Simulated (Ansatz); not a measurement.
## Graphene monolayer in a perpendicular field

Aim: how the graphene monolayer screens a field along its normal, and what the field does to its bands. A positive field points along +c.

Program: Ansatz 0.2.0. Level of theory: plane-wave DFT, PBE-D3(BJ), Ansatz PAW. Results are calculated unless marked as measured.

**1. The starting structure**

The cell holds 2 atoms: 2 C. Cell: a = 2.467 Å, b = 2.467 Å, c = 31.000 Å, α = 90.0°, β = 90.0°, γ = 120.0°. Vacuum lies along c.

**2. Relaxation**

The starting cell is a guess, so the in-plane lattice and the atoms are relaxed first, with the slab cut off from its images along the normal.

The input, input.yaml:

```yaml
crystal:
  lattice:
    - [2.467, 0.0, 0.0]
    - [-1.2335, 2.1364846711, 0.0]
    - [0.0, 0.0, 31.0]
  atoms:
    - { symbol: C, position: [0.6666666667, 0.3333333333, 0.5] }
    - { symbol: C, position: [0.3333333333, 0.6666666667, 0.5] }
  periodic: [true, true, false]
kpoints:
  mp_grid: { grid: [18, 18, 1] }
hamiltonian:
  xc: pbe
  dispersion: d3bj
scf:
  occupations: { method: fermi_dirac, width: 0.05 }
  convergence: { dr2_threshold: 1.0e-09 }
relax:
  f_tol: 0.004
  max_steps: 90
  cell: {}
output:
  write_potential: true
  write_density: true
  volumetric_format: npy
```

Launch:

```console
ansatz run input.yaml --threads 2 --pin off --max-ram 3072MiB --backend cpu --events-out ev --progress --plain --runs-dir out
```

Numbers of over 12 decimals in the logs are rounded to 6 here.

What it wrote:

```text
Warning: relax.cell: scf.convergence.dr2_threshold = 1e-9 eV is looser than the 2e-10 eV advised for a relaxation that steers and ends on the stress (1e-10 eV for each atom of the cell: 2). What an SCF threshold leaves in a stress goes as its square root, and in the free energy as the threshold itself, and one threshold admits the most on a small cell: [figures from the program's tests cut] Set scf.convergence.dr2_threshold to 2e-10 eV or tighter. The threshold is an SCF's pass mark: one that does not reach it within its budget of iterations ends unconverged, or closes short of it on a stop that the run arms, and scf.convergence.dr2_threshold's page says what that costs each kind of run
Engine: ansatz 0.2.0, aarch64-unknown-linux-gnu
Pseudopotentials: kind: paw
Pseudopotential: C, paw, valence charge 4, recommended cutoff 420 eV (normal), C.paw.azcp
Functional definition: PBE
  parameter kappa = 0.804
  parameter beta = 0.066725
  exchange = pbe_x(kappa = kappa, mu = beta*pi^2/3)
  correlation = pbe_c(beta = beta)
Crystal: 2 atoms, lattice volume = 163.392 Å³
Basis set: ecut = 420 eV, 3073 PW (Γ), exchange–correlation on 36×36×432 points (8 copies of the dense FFT grid, shifted against one another)
Bands: 8, of which v1, the nominal top of the filled ones, is band 4 counted from 1 (3 counted from 0)
Symmetry: 24 space group operations
Space group: P6/mmm (ITA 191), of the structure as read, at distance tolerance 5.5e-5 Å
k-points: 37 of 324
Non-local potential: C, projectors of the file, l = 0: 2, l = 1: 2, l = 2: 1
PAW form: soft (Blöchl's): semilocal exchange-correlation on the pseudo side does not see the compensation charge
PAW one-centre angular grid: C, 110 points (default); XC on 64 Gauss nodes
Initial density: superposition of atomic densities (neutral atoms: chi_scale 0, normalization atom), corrected by the library's trained network
Initial wavefunctions: pseudopotential atomic-orbital guess
Functional: x = pbe(κ = 0.804, μ = 0.219515), c = pbe(β = 0.066725)
SCF iter   1: F=—  HF=-502.061256 eV  |F-HF|=—  |Δ(HF+E_count)|=         —  Δρ=1.39e-3  dr2=2.74e-3  ethr=1.77e-3  ⟨swp⟩=8.3  Hψ=2943  notcnv=0
preconditioner: auto → LDOS  [metal: Δε(μ)=0.000 eV  Ē_g=16.196 eV  σ=0.050 eV  W_gap=0.00  n_scr=16 (ndim 8)  ℏωp=8.2 eV  f_vac=0.847  D(μ)=0.12/eV (n_scr^D=2)  β→1.0]
SCF iter   2: F=—  HF=-502.061244 eV  |F-HF|=—  |Δ(HF+E_count)|=   1.18e-5  Δρ=3.41e-4  dr2=2.39e-4  ethr=3.43e-5  ⟨swp⟩=4.7  Hψ=1175  notcnv=0
SCF iter   3: F=—  HF=-502.061167 eV  |F-HF|=—  |Δ(HF+E_count)|=   7.72e-5  Δρ=5.58e-5  dr2=2.96e-6  ethr=2.98e-6  ⟨swp⟩=2.8  Hψ=684  notcnv=0
SCF iter   4: F=—  HF=-502.061204 eV  |F-HF|=—  |Δ(HF+E_count)|=   3.74e-5  Δρ=5.05e-6  dr2=3.66e-8  ethr=3.69e-8  ⟨swp⟩=3.4  Hψ=731  notcnv=0
SCF iter   5: F=—  HF=-502.061212 eV  |F-HF|=—  |Δ(HF+E_count)|=   8.30e-6  Δρ=1.03e-6  dr2=1.62e-9  ethr=4.57e-10  ⟨swp⟩=3.2  Hψ=525  notcnv=0
SCF iter   6: F=-502.061212 eV  HF=-502.061212 eV  |F-HF|=1.35e-11  |Δ(HF+E_count)|=   2.73e-9  Δρ=4.56e-8  dr2=7.29e-12  ethr=1.25e-11  ⟨swp⟩=10.1  Hψ=1720  notcnv=0
SCF 1 converged in 6 iterations: F = -502.061212 eV  dr2 = 7.29e-12
  greatest PAW one-centre occupation: 0.672 electrons in one spin orbital (limit 2), on the C atom at site 1 (counted from 0), in its partial waves of l = 0
relax step   1: F+E_penalty+E_count = -502.06121244 eV  Δ(F+E_penalty+E_count) = +0.000e0 eV  max|allowed force component| = 5.551e-16 eV/Å  Δτ_max = 0.0000 Å  P = -0.220 N/m  Ω = 163.392 Å³  fix = [c, alpha, beta]  reactions: c -0.000 N/m  (6 SCF iters, accepted)
Crystal: 2 atoms, lattice volume = 163.287 Å³
Initial density: handed on by an earlier stage of this run
Initial wavefunctions: those handed on with the density
iter 1 solved again at ethr=1.09e-7 eV; its pass at ethr=3.10e-3 eV (dr2=8.73e-6 eV) is discarded
SCF iter   1: F=—  HF=-502.061257 eV  |F-HF|=—  |Δ(HF+E_count)|=         —  Δρ=6.91e-5  dr2=8.69e-6  ethr=1.09e-7  ⟨swp⟩=2.7  Hψ=2150  notcnv=0
preconditioner: auto → LDOS  [metal: Δε(μ)=0.000 eV  Ē_g=16.154 eV  σ=0.050 eV  W_gap=0.00  n_scr=16 (ndim 8)  ℏωp=8.2 eV  f_vac=0.858  D(μ)=0.12/eV (n_scr^D=2)  β→1.0]
SCF iter   2: F=—  HF=-502.061276 eV  |F-HF|=—  |Δ(HF+E_count)|=   1.87e-5  Δρ=2.73e-5  dr2=1.29e-6  ethr=1.09e-7  ⟨swp⟩=2.1  Hψ=552  notcnv=0
SCF iter   3: F=—  HF=-502.061281 eV  |F-HF|=—  |Δ(HF+E_count)|=   4.91e-6  Δρ=1.21e-6  dr2=2.04e-9  ethr=1.61e-8  ⟨swp⟩=2.9  Hψ=545  notcnv=0
SCF iter   4: F=-502.061281 eV  HF=-502.061281 eV  |F-HF|=2.63e-10  |Δ(HF+E_count)|=   5.73e-8  Δρ=1.39e-7  dr2=5.46e-11  ethr=1.25e-11  ⟨swp⟩=10.1  Hψ=1691  notcnv=0
SCF 2 converged in 4 iterations: F = -502.061281 eV  dr2 = 5.46e-11
relax step   2: F+E_penalty+E_count = -502.06128056 eV  Δ(F+E_penalty+E_count) = -6.813e-5 eV  max|allowed force component| = 7.957e-16 eV/Å  Δτ_max = 0.0000 Å  P = -0.081 N/m  Ω = 163.287 Å³  energy of the carried Pulay correction = +3.638e-5 eV  fix = [c, alpha, beta]  reactions: c -0.000 N/m  (4 SCF iters, accepted)
Crystal: 2 atoms, lattice volume = 163.226 Å³
iter 1 solved again at ethr=3.71e-8 eV; its pass at ethr=3.10e-3 eV (dr2=2.97e-6 eV) is discarded
SCF iter   1: F=—  HF=-502.061280 eV  |F-HF|=—  |Δ(HF+E_count)|=         —  Δρ=4.03e-5  dr2=2.95e-6  ethr=3.71e-8  ⟨swp⟩=2.6  Hψ=2155  notcnv=0
preconditioner: auto → LDOS  [metal: Δε(μ)=0.000 eV  Ē_g=16.155 eV  σ=0.050 eV  W_gap=0.00  n_scr=16 (ndim 8)  ℏωp=8.2 eV  f_vac=0.858  D(μ)=0.12/eV (n_scr^D=2)  β→1.0]
SCF iter   2: F=—  HF=-502.061300 eV  |F-HF|=—  |Δ(HF+E_count)|=   1.94e-5  Δρ=1.58e-5  dr2=4.35e-7  ethr=3.68e-8  ⟨swp⟩=2.1  Hψ=498  notcnv=0
SCF iter   3: F=—  HF=-502.061307 eV  |F-HF|=—  |Δ(HF+E_count)|=   7.04e-6  Δρ=6.44e-7  dr2=5.27e-10  ethr=1.25e-11  ⟨swp⟩=9.5  Hψ=2157  notcnv=0
SCF iter   4: F=-502.061307 eV  HF=-502.061307 eV  |F-HF|=8.58e-11  |Δ(HF+E_count)|=   3.22e-8  Δρ=4.23e-8  dr2=1.17e-12  ethr=6.59e-12  ⟨swp⟩=6.7  Hψ=1663  notcnv=0
SCF 3 converged in 4 iterations: F = -502.061307 eV  dr2 = 1.17e-12
relax step   3: F+E_penalty+E_count = -502.06130680 eV  Δ(F+E_penalty+E_count) = -2.624e-5 eV  max|allowed force component| = 3.886e-16 eV/Å  Δτ_max = 0.0000 Å  P = +0.000 N/m  Ω = 163.226 Å³  energy of the carried Pulay correction = +5.763e-5 eV  fix = [c, alpha, beta]  reactions: c +0.000 N/m  (4 SCF iters, accepted)
Initial wavefunctions: pseudopotential atomic-orbital guess (no wavefunctions were taken with the density)
iter 1 solved again at ethr=2.53e-7 eV; its pass at ethr=3.10e-3 eV (dr2=2.02e-5 eV) is discarded
SCF iter   1: F=—  HF=-502.061224 eV  |F-HF|=—  |Δ(HF+E_count)|=         —  Δρ=2.12e-6  dr2=8.84e-10  ethr=2.53e-7  ⟨swp⟩=5.0  Hψ=4273  notcnv=0
eigensolver tolerance schedule: the retry pair's looser diagonalisation over-reported the residual by 22848.83 of it (diagonalisation noise at an unbounded share of the residual, at the tolerance the schedule requests for it); recorded, not acted on — ethr = c·dr2/N_el stays at c = 1.0e-1
preconditioner: auto → LDOS  [metal: Δε(μ)=0.000 eV  Ē_g=16.152 eV  σ=0.050 eV  W_gap=0.00  n_scr=16 (ndim 8)  ℏωp=8.2 eV  f_vac=0.858  D(μ)=0.12/eV (n_scr^D=2)  β→1.0]
SCF iter   2: F=—  HF=-502.061251 eV  |F-HF|=—  |Δ(HF+E_count)|=   2.77e-5  Δρ=2.60e-7  dr2=2.33e-11  ethr=1.11e-11  ⟨swp⟩=17.7  Hψ=2887  notcnv=0
SCF iter   3: F=-502.061251 eV  HF=-502.061251 eV  |F-HF|=2.52e-11  |Δ(HF+E_count)|=  1.33e-10  Δρ=1.66e-8  dr2=1.96e-13  ethr=1.00e-12  ⟨swp⟩=5.4  Hψ=1485  notcnv=0
SCF 4 converged in 3 iterations: F = -502.061251 eV  dr2 = 1.96e-13
relax step   4: F+E_penalty+E_count = -502.06125128 eV  Δ(F+E_penalty+E_count) = +5.552e-5 eV  max|allowed force component| = 3.886e-16 eV/Å  Δτ_max = 0.0000 Å  P = -0.002 N/m  Ω = 163.226 Å³  fix = [c, alpha, beta]  reactions: c -0.000 N/m  stress off target by 1.96e-3 N/m on what of the cell is left free  SCF on the basis re-selected at this cell (its energy is not comparable with the rows above)  (3 SCF iters)
basis re-selected at this cell: Δ(F+E_penalty+E_count) = +5.552e-5 eV, ΔP = -0.002 N/m vs the last step (what re-selecting the basis moved, of the pressure what is left beyond the Pulay correction that the steps carried, after the strain that the cell walked since its last selection, with what the two solves' SCF thresholds leave and, on support functions, any second-order correction that the steps lacked; it is no m [...]
WARN: The output density's exchange-correlation potential varies sharply where the density is thin. Do not read a vacuum level from v_tot or v_xc, or from such a field of the output density. On a cell that repeats whose density bears no net charge and no dipole along the vacuum's axis use v_es (v_loc + v_h of the components); under efield.dipole_correction with no amplitude use v_es + v_field, which holds any externa [...]
SCF converged after 3 iterations
Free energy (F): -502.061251 eV
Harris-Foulkes:  -502.061251 eV  (|F-HF|=2.52e-11)
Internal energy: -502.060396 eV  (E = F + TS)
E sigma→0 (E₀):  -502.060823 eV
Entropy (-TS):   -0.000856 eV (-0.428 meV/atom)
Fermi energy:    -4.243915 eV
--- Per-component energies (eV) ---
  E_band       = -107.160839
  E_kinetic    = 181.656131
  E_local      = -8123.255416  (includes V_loc(G=0)·N_el)
  E_nonlocal   = 54.581576
  E_hartree    = 3956.104115
  E_xc         = -95.927992
  E_vxc        = -118.750629  (∫ρ·V_xc dr)
  E_paw        = -198.682719  (= ΣΔE_a)
  E_vpaw       = -13.600759  (= ΣTr[D̂ρ^β])
  E_aug_tail   = 0.000015  (compensation charges beyond the density's cutoff)
  E_ewald      = 3723.641018
  E_disp       = -0.177123  (pairwise vdW)
  E_smearing   = -0.000856  (= −TS)
  E_closure    = -0.000000  (closes the sum)
  Σ components = -502.061251   (vs F -502.061251, Δ=0.00e0)
--- Forces (eV/Å), atoms counted from 1 ---
  atom   1  C      0.00000000     0.00000000     0.00000000
  atom   2  C      0.00000000    -0.00000000    -0.00000000
  max |Σ_I F_I| component: 7.40e-17 eV/Å
--- 2D stress c σ (N/m, compression-positive) ---
       -0.001958      -0.000000       0.000000
       -0.000000      -0.001958       0.000000
        0.000000       0.000000      -0.000000
  P = ½ c Tr σ = -0.0020 N/m
--- Band table (eV; the first three rows and the last of 37) ---
  k-point 0: bands = ["-23.7693", "-11.8670", "-7.2922", "-7.2922", "-0.9840", "-0.2225", "0.2189", "0.3386"]
  k-point 1: bands = ["-23.6964", "-11.7797", "-7.5903", "-7.4488", "-0.8850", "-0.1220", "0.3204", "0.4399"]
  k-point 2: bands = ["-23.4781", "-11.5190", "-8.4087", "-7.8650", "-0.5881", "0.1793", "0.6252", "0.7438"]
  k-point 36: bands = ["-16.8508", "-16.8508", "-14.8154", "-4.2439", "-4.2439", "6.3709", "8.6300", "8.6300"]
  the weakly bound empty levels are not read free of the cell's end (no_gap_told)
--- Relaxed structure (3 steps of the walk, 3 accepted, 1 SCFs on fresh bases) ---
  F+E_penalty+E_count = -502.06125128 eV   max|allowed force component| = 3.886e-16 eV/Å   (the final SCF, on the basis selected at the relaxed cell)
  cell:  # Å, volume = 163.2259 Å³
    - [2.465746, 0, 0]
    - [-1.232873, 2.135399, 0]
    - [0, 0, 31.0]
  atoms:
    - { symbol: C, position: [0.666667, 0.333333, 0.5] }
    - { symbol: C, position: [0.333333, 0.666667, 0.5] }
```

Wall time 4.5 s (2 threads of Arm Neoverse V2, shared host); peak memory 0.4 GiB; 8.7 s of CPU time.

Little changed from the start: no atom moved by 0.005 Å and no cell edge by 0.1 %.

This step gave:

| Item | Value |
| --- | --- |
| energy at zero smearing | -502.0608 eV |

The lattice constant a goes from 2.467 to 2.466 Å.

[end of part 1 of 2]

[Logs are printed without paths, hosts, clocks, repeated set-up lines and the standing remarks that a program may print on its own settings, such as how far it seeks lower states.]

[Hosts, paths, dates, database ids (printed as entryN), source tags and the programs' standing remarks are cut or masked in the printed files.]

[Maps of the electrostatic potential energy from Ansatz leave out the sawtooth potential of an applied field or a dipole correction, so their vacuum need not be flat; planar profiles and work functions include it.]
